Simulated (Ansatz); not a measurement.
A calculation with Ansatz 0.2.0 of ZrO2 (native input, structure typed inline):

File input.yaml:

```yaml
crystal:
  lattice:
    - [0.0, 2.545072705, 2.545072705]
    - [2.545072705, 0.0, 2.545072705]
    - [2.545072705, 2.545072705, 0.0]
  atoms:
    - { symbol: Zr, position: [0.0, 0.0, 0.0] }
    - { symbol: O, position: [0.75, 0.75, 0.75] }
    - { symbol: O, position: [0.25, 0.25, 0.25] }
hamiltonian:
  xc: r2scan
  pseudopotentials: { kind: paw }
  dispersion: rvv10
kpoints:
  mp_grid: { grid: [9, 9, 9] }
scf:
  occupations: { method: fixed }
output:
  forces: true
  stress: true
  eigenvalues: true
  write_density: true
  write_potential: true
  elf: true
  volumetric_format: npy
```

Potentials or basis: Ansatz PAW.

Launch:

```console
$ ansatz run input.yaml --threads 2 --pin off --max-ram 5120MiB --backend cpu --events-out ev --progress --plain --runs-dir out
```

Measurements of this composition are mostly on another form, of space group No. 14.

Problem. Write the same calculation in another form: ASE script, structure from a CIF.

Solution. As run:

run.py

```python
import json

import ase.io
import numpy as np
import spglib

import ansatz as az

atoms = ase.io.read("ZrO2.cif")
cell, frac, numbers = spglib.find_primitive((atoms.cell[:], atoms.get_scaled_positions(), atoms.numbers), symprec=1e-5)
atoms = ase.Atoms(numbers, cell=cell, scaled_positions=frac, pbc=True)

calculation = (
    az.Crystal.from_ase(atoms)
    .calculation()
    .kpoints(9, 9, 9)
    .functional("r2scan", dispersion="rvv10")
    .pseudopotentials(kind="paw")
    .occupations(method="fixed")
    .density()
    .potential()
    .output_files(volumetric_format="npy")
    .electron_localization_function()
    .forces()
    .stress()
    .band_table(publish=True)
)
outcome = calculation.run(threads=2, events_out="events.jsonl")

report = outcome.report
for line in open("events.jsonl"):
    event = json.loads(line)
    if event["event"] == "scf_iter":
        d = event["data"]
        print(f"SCF {d['iter']:3d}  HF = {d['harris_foulkes_ev']:.6f} eV  dr2 = {d['dr2_ev']:.2e} eV")
    elif event["event"] in ("relax_step", "md_step"):
        d = event["data"]
        print(f"{event['event']} {d['step']:3d}  E = {d['lagrangian_ev']:.6f} eV")
np.set_printoptions(precision=5, suppress=True, linewidth=110)
print("converged:", report["converged"], "after", report["n_iterations"], "iterations")
print(f"free energy {report['free_energy_ev']:.6f} eV, Fermi level {report['fermi_energy_ev']:.4f} eV")
for key in ("band_edges_ev", "magnetization_mub", "site_moments_mub", "site_moments_nc_mub", "forces_ev_ang",
                "stress_gpa"):
    if report.get(key) is not None:
        print(key, np.array(report[key]), sep="\n")
```

ZrO2.cif

```cif
data_ZrO2
_cell_length_a 5.09014541
_cell_length_b 5.09014541
_cell_length_c 5.09014541
_cell_angle_alpha 90.00000000
_cell_angle_beta 90.00000000
_cell_angle_gamma 90.00000000
_space_group_name_H-M_alt 'Fm-3m'
_space_group_name_Hall '-F 4 2 3'
_space_group_IT_number 225
loop_
_space_group_symop_operation_xyz
'x,y,z'
'-x,-y,-z'
'-y,x,z'
'y,-x,-z'
'-x,-y,z'
'x,y,-z'
'y,-x,z'
'-y,x,-z'
'x,-y,-z'
'-x,y,z'
'-y,-x,-z'
'y,x,z'
'-x,y,-z'
'x,-y,z'
'y,x,-z'
'-y,-x,z'
'z,x,y'
'-z,-x,-y'
'z,-y,x'
'-z,y,-x'
'z,-x,-y'
'-z,x,y'
'z,y,-x'
'-z,-y,x'
'-z,x,-y'
'z,-x,y'
'-z,-y,-x'
'z,y,x'
'-z,-x,y'
'z,x,-y'
'-z,y,x'
'z,-y,-x'
'y,z,x'
'-y,-z,-x'
'x,z,-y'
'-x,-z,y'
'-y,z,-x'
'y,-z,x'
'-x,z,y'
'x,-z,-y'
'-y,-z,x'
'y,z,-x'
'-x,-z,-y'
'x,z,y'
'y,-z,-x'
'-y,z,x'
'x,-z,y'
'-x,z,-y'
'x,y+1/2,z+1/2'
'-x,-y+1/2,-z+1/2'
'-y,x+1/2,z+1/2'
'y,-x+1/2,-z+1/2'
'-x,-y+1/2,z+1/2'
'x,y+1/2,-z+1/2'
'y,-x+1/2,z+1/2'
'-y,x+1/2,-z+1/2'
'x,-y+1/2,-z+1/2'
'-x,y+1/2,z+1/2'
'-y,-x+1/2,-z+1/2'
[... 41 lines left out ...]
'-x+1/2,-y,z+1/2'
'x+1/2,y,-z+1/2'
'y+1/2,-x,z+1/2'
'-y+1/2,x,-z+1/2'
'x+1/2,-y,-z+1/2'
'-x+1/2,y,z+1/2'
'-y+1/2,-x,-z+1/2'
'y+1/2,x,z+1/2'
'-x+1/2,y,-z+1/2'
'x+1/2,-y,z+1/2'
'y+1/2,x,-z+1/2'
'-y+1/2,-x,z+1/2'
'z+1/2,x,y+1/2'
'-z+1/2,-x,-y+1/2'
'z+1/2,-y,x+1/2'
'-z+1/2,y,-x+1/2'
'z+1/2,-x,-y+1/2'
'-z+1/2,x,y+1/2'
'z+1/2,y,-x+1/2'
'-z+1/2,-y,x+1/2'
'-z+1/2,x,-y+1/2'
'z+1/2,-x,y+1/2'
'-z+1/2,-y,-x+1/2'
'z+1/2,y,x+1/2'
'-z+1/2,-x,y+1/2'
'z+1/2,x,-y+1/2'
'-z+1/2,y,x+1/2'
'z+1/2,-y,-x+1/2'
'y+1/2,z,x+1/2'
'-y+1/2,-z,-x+1/2'
'x+1/2,z,-y+1/2'
'-x+1/2,-z,y+1/2'
'-y+1/2,z,-x+1/2'
'y+1/2,-z,x+1/2'
'-x+1/2,z,y+1/2'
'x+1/2,-z,-y+1/2'
'-y+1/2,-z,x+1/2'
'y+1/2,z,-x+1/2'
'-x+1/2,-z,-y+1/2'
'x+1/2,z,y+1/2'
'y+1/2,-z,-x+1/2'
'-y+1/2,z,x+1/2'
'x+1/2,-z,y+1/2'
'-x+1/2,z,-y+1/2'
'x+1/2,y+1/2,z'
'-x+1/2,-y+1/2,-z'
'-y+1/2,x+1/2,z'
'y+1/2,-x+1/2,-z'
'-x+1/2,-y+1/2,z'
'x+1/2,y+1/2,-z'
'y+1/2,-x+1/2,z'
'-y+1/2,x+1/2,-z'
'x+1/2,-y+1/2,-z'
'-x+1/2,y+1/2,z'
'-y+1/2,-x+1/2,-z'
'y+1/2,x+1/2,z'
'-x+1/2,y+1/2,-z'
'x+1/2,-y+1/2,z'
'y+1/2,x+1/2,-z'
'-y+1/2,-x+1/2,z'
'z+1/2,x+1/2,y'
'-z+1/2,-x+1/2,-y'
'z+1/2,-y+1/2,x'
'-z+1/2,y+1/2,-x'
'z+1/2,-x+1/2,-y'
'-z+1/2,x+1/2,y'
'z+1/2,y+1/2,-x'
'-z+1/2,-y+1/2,x'
'-z+1/2,x+1/2,-y'
'z+1/2,-x+1/2,y'
'-z+1/2,-y+1/2,-x'
'z+1/2,y+1/2,x'
'-z+1/2,-x+1/2,y'
'z+1/2,x+1/2,-y'
'-z+1/2,y+1/2,x'
'z+1/2,-y+1/2,-x'
'y+1/2,z+1/2,x'
'-y+1/2,-z+1/2,-x'
'x+1/2,z+1/2,-y'
'-x+1/2,-z+1/2,y'
'-y+1/2,z+1/2,-x'
'y+1/2,-z+1/2,x'
'-x+1/2,z+1/2,y'
'x+1/2,-z+1/2,-y'
'-y+1/2,-z+1/2,x'
'y+1/2,z+1/2,-x'
'-x+1/2,-z+1/2,-y'
'x+1/2,z+1/2,y'
'y+1/2,-z+1/2,-x'
'-y+1/2,z+1/2,x'
'x+1/2,-z+1/2,y'
'-x+1/2,z+1/2,-y'
loop_
_atom_site_label
_atom_site_type_symbol
_atom_site_symmetry_multiplicity
_atom_site_Wyckoff_symbol
_atom_site_fract_x
_atom_site_fract_y
_atom_site_fract_z
_atom_site_occupancy
Zr1 Zr 4 a 0.0000000000 0.0000000000 0.0000000000 1
O1 O 8 c 0.2500000000 0.2500000000 0.7500000000 1
```

Potentials or basis: Ansatz PAW.

Run with:

```bash
$ python run.py
```

Both were run:

|  | native input, structure typed inline | ASE script, structure from a CIF |
| --- | --- | --- |
| Pressure | -1.7 GPa | -1.7 GPa |
| Band gap on the k mesh | 3.92 eV, indirect (least direct gap 4.41 eV) | 3.92 eV, indirect (least direct gap 4.41 eV) |

Keys that steer only the numerical path or the files written may differ.

Caveat: odd divisions of the mesh miss points on the zone boundary, where band edges often lie, so the gap on the mesh can be too wide; the PAW data sets were made with another functional, which shifts forces and pressure a little.
